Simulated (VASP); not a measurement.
# KTaO3 (Pm-3m) in VASP: notebook

The runs below take KTaO3 through dielectric tensor, equation of state, with LDA, r2SCAN.

All numbers are computed with VASP 6.6.1; they aren't measurements. Logs are shortened: lines on timing, memory, paths and dates and some standing lists are left out, and cuts for length are marked.

**1. Starting point**

Symmetry: Pm-3m, No. 221, cubic system. The conventional cell has a = 3.988 Å, b = 3.988 Å, c = 3.988 Å, α = 90.00°, β = 90.00°, γ = 90.00°. Ta (site symmetry m-3m) is surrounded by 6 O at 1.99 Å. K (site symmetry m-3m) has 12 O at 2.82 Å as nearest neighbours. O (site symmetry 4/mmm) has 2 Ta at 1.99 Å as nearest neighbours.

**2. Dielectric tensor, LDA**

INCAR

```
ALGO     = Normal         # electronic algorithm
EDIFF    = 1E-8           # SCF threshold, eV
ENCUT    = 520            # plane-wave cutoff, eV
ISIF     = 2              # what is computed and relaxed
ISMEAR   = 0              # smearing method
KPAR     = 4            
LASPH    = T              # aspherical terms in the spheres
LCHARG   = F              # write CHGCAR
LEPSILON = T              # dielectric tensor by DFPT
LREAL    = F              # projectors in reciprocal space
LWAVE    = F              # write WAVECAR
NELM     = 60             # most SCF steps
PREC     = Accurate       # precision mode
SIGMA    = 0.02           # smearing width, eV
```

KPOINTS

```
k-points
0
Gamma
  8 8 8
```

POSCAR

```
KTaO3
1.0
    3.9883000000      0.0000000000      0.0000000000
    0.0000000000      3.9883000000      0.0000000000
    0.0000000000      0.0000000000      3.9883000000
Ta K O
1 1 3
Direct
    0.0000000000      0.0000000000      0.0000000000
    0.5000000000      0.5000000000      0.5000000000
    0.0000000000      0.0000000000      0.5000000000
    0.0000000000      0.5000000000      0.0000000000
    0.5000000000      0.0000000000      0.0000000000
```

Potentials or basis: VASP PAW LDA potentials, release 64 (Ta_pv, K_sv, O).

Command:

```bash
> cat potpaw_LDA.64/Ta_pv/POTCAR potpaw_LDA.64/K_sv/POTCAR potpaw_LDA.64/O/POTCAR > POTCAR
> mpirun -np 4 vasp_std > vasp.out
```

OUTCAR:

```text
EDIFF = 1E-8
   ENCUT = 520
   ISIF = 2
   ISMEAR = 0
   LASPH = T
   LEPSILON = T
   LREAL = F
   NELM = 60
   PREC = Accurate

 ion  position               nearest neighbor table
   1  0.000  0.000  0.000-   3 1.99   4 1.99   5 1.99   3 1.99   4 1.99   5 1.99   2 3.45   2 3.45
                             2 3.45   2 3.45   2 3.45   2 3.45   2 3.45   2 3.45
   2  0.500  0.500  0.500-   3 2.82   4 2.82   5 2.82   4 2.82   5 2.82   3 2.82   5 2.82   5 2.82
                             3 2.82   4 2.82   4 2.82   3 2.82   1 3.45   1 3.45   1 3.45   1 3.45
   3  0.000  0.000  0.500-   1 1.99   1 1.99   2 2.82   2 2.82   2 2.82   2 2.82
   4  0.000  0.500  0.000-   1 1.99   1 1.99   2 2.82   2 2.82   2 2.82   2 2.82
   5  0.500  0.000  0.000-   1 1.99   1 1.99   2 2.82   2 2.82   2 2.82   2 2.82

  LATTYP: Found a simple cubic cell.
 ALAT       =     3.9883000000

  Lattice vectors:

 A1 = (   3.9883000000,   0.0000000000,   0.0000000000)
 A2 = (   0.0000000000,   3.9883000000,   0.0000000000)
 A3 = (   0.0000000000,   0.0000000000,   3.9883000000)

Analysis of symmetry for initial positions (statically):
=====================================================================
 Subroutine PRICEL returns:
 Original cell was already a primitive cell.

 Routine SETGRP: Setting up the symmetry group for a
 simple cubic supercell.

 Subroutine GETGRP returns: Found 48 space group operations
 (whereof 48 operations were pure point group operations)
 out of a pool of 48 trial point group operations.

The static configuration has the point symmetry O_h .

Analysis of symmetry for dynamics (positions and initial velocities):
=====================================================================
 Subroutine PRICEL returns:
 Original cell was already a primitive cell.

 Routine SETGRP: Setting up the symmetry group for a
 simple cubic supercell.

 Subroutine GETGRP returns: Found 48 space group operations
 (whereof 48 operations were pure point group operations)
 out of a pool of 48 trial point group operations.

The dynamic configuration has the point symmetry O_h .

 Subroutine INISYM returns: Found 48 space group operations
 (whereof 48 operations are pure point group operations),
 and found     1 'primitive' translations

----------------------------------------------------------------------------------------

                                     Primitive cell

  volume of cell :      63.4400

  direct lattice vectors                    reciprocal lattice vectors
[... 795 lines left out ...]

  FREE ENERGIE OF THE ION-ELECTRON SYSTEM (eV)
  ---------------------------------------------------
  free  energy   TOTEN  =       -45.0416644866 eV

  energy  without entropy=      -45.0416644866  energy(sigma->0) =      -45.04166449

 HEAD OF MICROSCOPIC STATIC DIELECTRIC TENSOR (INDEPENDENT PARTICLE, excluding Hartree and local field effects)
 ------------------------------------------------------
           5.776880     0.000000     0.000000
           0.000000     5.776880     0.000000
           0.000000    -0.000000     5.776880
 ------------------------------------------------------

 Free energy of the ion-electron system (eV)
  ---------------------------------------------------
  ---------------------------------------------------
  free energy    TOTEN  =        -0.83638898 eV

  energy without entropy =       -0.83638898

------------------------ aborting loop because EDIFF is reached ----------------------------------------

--------------------------------------- Ionic step        2  -------------------------------------------

------------------------ aborting loop because EDIFF is reached ----------------------------------------

--------------------------------------- Ionic step        3  -------------------------------------------

 Free energy of the ion-electron system (eV)
  ---------------------------------------------------
  ---------------------------------------------------
  free energy    TOTEN  =        -0.83639042 eV

  energy without entropy =       -0.83639042

------------------------ aborting loop because EDIFF is reached ----------------------------------------

 PIEZOELECTRIC TENSOR FIELD DIRECTION 3  (e Angst)
 -----------------------------------------------------------------------------
     0.00490  0.00000 -0.00000           ( -0.00003  0.00000 -0.00000)
     0.00000  0.00490  0.00000           (  0.00000 -0.00003  0.00000)
    -0.00000  0.00000 -0.00965           ( -0.00000  0.00000  0.00000)

 PIEZOELECTRIC TENSOR FIELD DIRECTION 3  (C/m^2)
 -----------------------------------------------------------------------------
     0.00124  0.00000 -0.00000
     0.00000  0.00124  0.00000
    -0.00000  0.00000 -0.00244

 MACROSCOPIC STATIC DIELECTRIC TENSOR (including local field effects in DFT)
 ------------------------------------------------------
           5.585640     0.000000     0.000000
           0.000000     5.585640     0.000000
           0.000000     0.000000     5.585640
 ------------------------------------------------------

 PIEZOELECTRIC TENSOR (including local field effects)  for field in x, y, z        (e  Angst)
          XX          YY          ZZ          XY          YZ          ZX
  --------------------------------------------------------------------------------
  x     0.00000     0.00000     0.00000     0.00000     0.00000     0.00000
  y     0.00000     0.00000     0.00000     0.00000     0.00000     0.00000
  z     0.00000     0.00000     0.00000     0.00000     0.00000     0.00000

 PIEZOELECTRIC TENSOR (including local field effects)  for field in x, y, z        (C/m^2)
          XX          YY          ZZ          XY          YZ          ZX
  --------------------------------------------------------------------------------
  x     0.00000     0.00000     0.00000     0.00000     0.00000     0.00000
  y     0.00000     0.00000     0.00000     0.00000     0.00000     0.00000
  z     0.00000     0.00000     0.00000     0.00000     0.00000     0.00000

 BORN EFFECTIVE CHARGES (including local field effects) (in |e|, cummulative output)
 ---------------------------------------------------------------------------------
 ion    1
    1     8.81916    -0.00000     0.00000
    2    -0.00000     8.81916     0.00000
    3    -0.00000    -0.00000     8.81916
 ion    2
    1     1.14979     0.00000    -0.00000
    2     0.00000     1.14979     0.00000
    3     0.00000    -0.00000     1.14979
 ion    3
    1    -1.68996    -0.00000    -0.00000
    2     0.00000    -1.68996    -0.00000
    3    -0.00000    -0.00000    -6.58903
 ion    4
    1    -1.68996     0.00000     0.00000
    2    -0.00000    -6.58903     0.00000
    3    -0.00000    -0.00000    -1.68996
 ion    5
    1    -6.58903     0.00000     0.00000
    2     0.00000    -1.68996    -0.00000
    3    -0.00000    -0.00000    -1.68996
```

OSZICAR:

```text
N       E                     dE             d eps       ncg     rms          rms(c)
DAV:   1     0.333428459979E+03    0.33343E+03   -0.21102E+04  1610   0.166E+03
DAV:   2    -0.333353505258E+02   -0.36676E+03   -0.35954E+03  1936   0.466E+02
DAV:   3    -0.525667354579E+02   -0.19231E+02   -0.19182E+02  2174   0.103E+02
[... 12 lines left out ...]
RMM:  21    -0.836390139222E+00   -0.97237E-06   -0.22546E-05  5991   0.103E-03    0.428E-05
RMM:  22    -0.836390351376E+00   -0.21215E-06   -0.16269E-05  4432   0.942E-04    0.308E-05
RMM:  23    -0.836390479600E+00   -0.12822E-06   -0.15990E-05  4579   0.920E-04    0.139E-05
RMM:  24    -0.836390276126E+00    0.20347E-06   -0.20192E-05  4310   0.895E-04    0.160E-05
RMM:  25    -0.836390455406E+00   -0.17928E-06   -0.16974E-05  3990   0.881E-04    0.117E-05
RMM:  26    -0.836390417496E+00    0.37910E-07   -0.11757E-05  3802   0.867E-04    0.989E-06
```

stdout:

```text
POSCAR found type information on POSCAR TaK O
 POSCAR found :  3 types and       5 ions
 scaLAPACK will be used
 LDA part: xc-table for (Slater(with rela. corr.)+CA(PZ))
 , standard interpolation
 POSCAR, INCAR and KPOINTS ok, starting setup
 FFT: planning ... GRIDC
 FFT: planning ... GRID_SOFT
 FFT: planning ... GRID
 WAVECAR not read
 entering main loop
 Linear response reoptimize wavefunctions to high precision
 Linear response G [H, r] |phi>, progress :
  Direction:   1
 Linear response G [H, r] |phi>, progress :
  Direction:   2
 Linear response G [H, r] |phi>, progress :
  Direction:   3
 Linear response to external field (no local field effect), progress :
  Direction:   1
 dielectric tensor                  component  1 :     3.351    -0.691    -0.361
 Linear response to external field (no local field effect), progress :
  Direction:   2
 dielectric tensor                  component  2 :    -0.691     5.977    -0.808
 Linear response to external field (no local field effect), progress :
  Direction:   3
 dielectric tensor                  component  3 :    -0.361    -0.808     8.002
 Linear response to external field, progress :
  Direction:   1
 dielectric tensor                  component  1 :     5.586    -0.574    -0.651
 Linear response to external field, progress :
  Direction:   2
 dielectric tensor                  component  2 :    -0.574     5.586    -0.651
 Linear response to external field, progress :
  Direction:   3
 dielectric tensor                  component  3 :    -0.474    -0.751     5.586
 Born effective charges drift removed
```

Wall time 5.4 min (4 MPI ranks of AMD EPYC 7R13 (Zen 3), shared host); peak memory 0.42 GiB.

Results:

```yaml
Band_gap_on_the_k_mesh: 2.02 eV, indirect (least direct gap 2.65 eV)
Electronic_dielectric_tensor_diagonal: 5.59
Born_charges_mean_of_the_diagonal: Ta +8.82; K +1.15; O -3.32 e
```

Electronic dielectric tensor:
```
5.59 0.00 0.00
0.00 5.59 0.00
0.00 0.00 5.59
```

Born effective charge tensors (e):
atom 1, Ta
```
8.82 0.00 0.00
0.00 8.82 0.00
0.00 0.00 8.82
```
atom 2, K
```
1.15 0.00 0.00
0.00 1.15 0.00
0.00 0.00 1.15
```
atom 3, O
```
-1.69  0.00  0.00
 0.00 -1.69  0.00
 0.00  0.00 -6.59
```
atom 4, O
```
-1.69  0.00  0.00
 0.00 -6.59  0.00
 0.00  0.00 -1.69
```
atom 5, O
```
-6.59  0.00  0.00
 0.00 -1.69  0.00
 0.00  0.00 -1.69
```

Caveat: spin-orbit coupling is left out, which moves the levels of the heavy elements. A hybrid or GW would open this gap; LDA tends to underestimate it.

**3. Equation of state, r2SCAN, 12.24 Å³/atom (a relaxed cell with its volume scaled by 0.96)**

INCAR

```
SYSTEM = KTaO3
ALGO = Normal
EDIFF = 1E-6
ENCUT = 520
ISIF = 2
ISMEAR = 0
KPAR = 2
LASPH = .TRUE.
LCHARG = .FALSE.
LMIXTAU = .TRUE.
LREAL = .FALSE.
LWAVE = .FALSE.
METAGGA = R2SCAN
NELM = 60
PREC = Accurate
SIGMA = 0.02
```

KPOINTS

```
k-points
0
G
  6 6 6
  0 0 0
```

POSCAR

```
KTaO3                                   
1.0
    3.9411524093     -0.0000000000     -0.0000000000
    0.0000000000      3.9411524093      0.0000000000
    0.0000000000      0.0000000000      3.9411524093
  Ta              K               O             
     1     1     3
Direct
     0.0000000000000000    0.0000000000000000    0.0000000000000000
     0.5000000000000000    0.5000000000000000    0.5000000000000000
     0.0000000000000000    0.0000000000000000    0.5000000000000000
     0.0000000000000000    0.5000000000000000    0.0000000000000000
     0.5000000000000000    0.0000000000000000    0.0000000000000000
```

Potentials or basis: VASP PAW PBE potentials, release 64 (Ta_pv, K_sv, O).

Command:

```bash
> cat potpaw_PBE.64/Ta_pv/POTCAR potpaw_PBE.64/K_sv/POTCAR potpaw_PBE.64/O/POTCAR > POTCAR
> mpirun -np 2 vasp_std > vasp.out
```

It took 71 s on 2 MPI ranks of Intel Xeon Platinum 8488C (Sapphire Rapids), shared host; peak memory 0.17 GiB.

The run converged. Its results:

| Item | Value |
| --- | --- |
| Free energy | -87.0859 eV |
| Pressure | 9.5 GPa |
| Band gap on the k mesh | 2.69 eV, indirect (least direct gap 3.32 eV) |

Caveat: the PAW data sets were made with another functional, which shifts forces and pressure a little; spin-orbit coupling is left out, which moves the levels of the heavy elements.

**4. Equation of state, r2SCAN, 12.50 Å³/atom (a relaxed cell with its volume scaled by 0.98)**

INCAR is that of step 3.

KPOINTS is that of step 3.

Edit POSCAR of step 3 so:

```diff
@@ -2,5 +2,5 @@
 1.0
-    3.9411524093     -0.0000000000     -0.0000000000
-    0.0000000000      3.9411524093      0.0000000000
-    0.0000000000      0.0000000000      3.9411524093
+    3.9683336296     -0.0000000000     -0.0000000000
+    0.0000000000      3.9683336296      0.0000000000
+    0.0000000000      0.0000000000      3.9683336296
   Ta              K               O
```

Command:

```bash
> cat potpaw_PBE.64/Ta_pv/POTCAR potpaw_PBE.64/K_sv/POTCAR potpaw_PBE.64/O/POTCAR > POTCAR
> mpirun -np 2 vasp_std > vasp.out
```

Wall time 70 s (2 MPI ranks of Intel Xeon Platinum 8488C (Sapphire Rapids), shared host); peak memory 0.17 GiB.

Results (log left out):

| Quantity | Value |
| --- | --- |
| Free energy | -87.1435 eV |
| Pressure | 4.6 GPa |
| Band gap on the k mesh | 2.64 eV, indirect (least direct gap 3.28 eV) |

Caveat: the PAW data sets were made with another functional, which shifts forces and pressure a little; spin-orbit coupling is left out, which moves the levels of the heavy elements.

**5. Equation of state, r2SCAN, 12.75 Å³/atom**

INCAR is that of step 4.

KPOINTS is that of step 4.

Edit POSCAR of step 4 so:

```diff
@@ -2,5 +2,5 @@
 1.0
-    3.9683336296     -0.0000000000     -0.0000000000
-    0.0000000000      3.9683336296      0.0000000000
-    0.0000000000      0.0000000000      3.9683336296
+    3.9951475081     -0.0000000000     -0.0000000000
+    0.0000000000      3.9951475081      0.0000000000
+    0.0000000000      0.0000000000      3.9951475081
   Ta              K               O
```

Command:

```bash
> cat potpaw_PBE.64/Ta_pv/POTCAR potpaw_PBE.64/K_sv/POTCAR potpaw_PBE.64/O/POTCAR > POTCAR
> mpirun -np 2 vasp_std > vasp.out
```

It took 71 s on 2 MPI ranks of Intel Xeon Platinum 8488C (Sapphire Rapids), shared host; peak memory 0.18 GiB.

Results (log left out):

| Item | Value |
| --- | --- |
| Free energy | -87.1636 eV |
| Pressure | -0.1 GPa |
| Band gap on the k mesh | 2.58 eV, indirect (least direct gap 3.24 eV) |

Caveat: the PAW data sets were made with another functional, which shifts forces and pressure a little; spin-orbit coupling is left out, which moves the levels of the heavy elements.

**6. Equation of state, r2SCAN, 13.01 Å³/atom (a relaxed cell with its volume scaled by 1.02)**

INCAR is that of step 5.

KPOINTS is that of step 5.

Edit POSCAR of step 5 so:

```diff
@@ -2,5 +2,5 @@
 1.0
-    3.9951475081     -0.0000000000     -0.0000000000
-    0.0000000000      3.9951475081      0.0000000000
-    0.0000000000      0.0000000000      3.9951475081
+    4.0216062097     -0.0000000000     -0.0000000000
+    0.0000000000      4.0216062097      0.0000000000
+    0.0000000000      0.0000000000      4.0216062097
   Ta              K               O
```

Potentials or basis: VASP PAW PBE potentials, release 64 (Ta_pv, K_sv, O).

Command:

```bash
> cat potpaw_PBE.64/Ta_pv/POTCAR potpaw_PBE.64/K_sv/POTCAR potpaw_PBE.64/O/POTCAR > POTCAR
> mpirun -np 2 vasp_std > vasp.out
```

Wall time 72 s (2 MPI ranks of Intel Xeon Platinum 8488C (Sapphire Rapids), shared host); peak memory 0.18 GiB.

It converged, with:

* Free energy: -87.1501 eV
* Pressure: -3.9 GPa
* Band gap on the k mesh: 2.53 eV, indirect (least direct gap 3.19 eV)

Caveat: the PAW data sets were made with another functional, which shifts forces and pressure a little; spin-orbit coupling is left out, which moves the levels of the heavy elements.

**7. Equation of state, r2SCAN, 13.26 Å³/atom (a relaxed cell with its volume scaled by 1.04)**

INCAR is that of step 6.

KPOINTS is that of step 6.

Edit POSCAR of step 6 so:

```diff
@@ -2,5 +2,5 @@
 1.0
-    4.0216062097     -0.0000000000     -0.0000000000
-    0.0000000000      4.0216062097      0.0000000000
-    0.0000000000      0.0000000000      4.0216062097
+    4.0477212675     -0.0000000000     -0.0000000000
+    0.0000000000      4.0477212675      0.0000000000
+    0.0000000000      0.0000000000      4.0477212675
   Ta              K               O
```

Command:

```bash
> cat potpaw_PBE.64/Ta_pv/POTCAR potpaw_PBE.64/K_sv/POTCAR potpaw_PBE.64/O/POTCAR > POTCAR
> mpirun -np 2 vasp_std > vasp.out
```

Run time: 72 s. Hardware: 2 MPI ranks of Intel Xeon Platinum 8488C (Sapphire Rapids), shared host; peak memory 0.17 GiB.

It converged, with:

| Property | Result |
| --- | --- |
| Free energy | -87.1065 eV |
| Pressure | -7.4 GPa |
| Band gap on the k mesh | 2.48 eV, indirect (least direct gap 3.15 eV) |

Caveat: the PAW data sets were made with another functional, which shifts forces and pressure a little; spin-orbit coupling is left out, which moves the levels of the heavy elements.

**8. Equation of state, r2SCAN**

This run uses another cell than the first one, of 12.75 Å³/atom, 1.005 times its volume.

Potentials or basis: VASP PAW PBE potentials, release 64 (Ta_pv, K_sv, O).

This step only gathers the single runs of the series.

What came out:

```yaml
Equilibrium_volume: 12.77 Å³/atom
Bulk_modulus: 209 GPa
Pressure_derivative_of_the_bulk_modulus: "4.4 (rough: it moves with the points fitted)"
```

Energy against volume, from the lowest point:
| volume (Å³/atom) | energy (meV/atom) |
| --- | --- |
| 12.243 | 15.54 |
| 12.498 | 4.03 |
| 12.753 | 0.00 |
| 13.009 | 2.70 |
| 13.264 | 11.42 |

Caveat: the PAW data sets were made with another functional, which shifts forces and pressure a little. Spin-orbit coupling is left out, which matters for the levels of Ta.
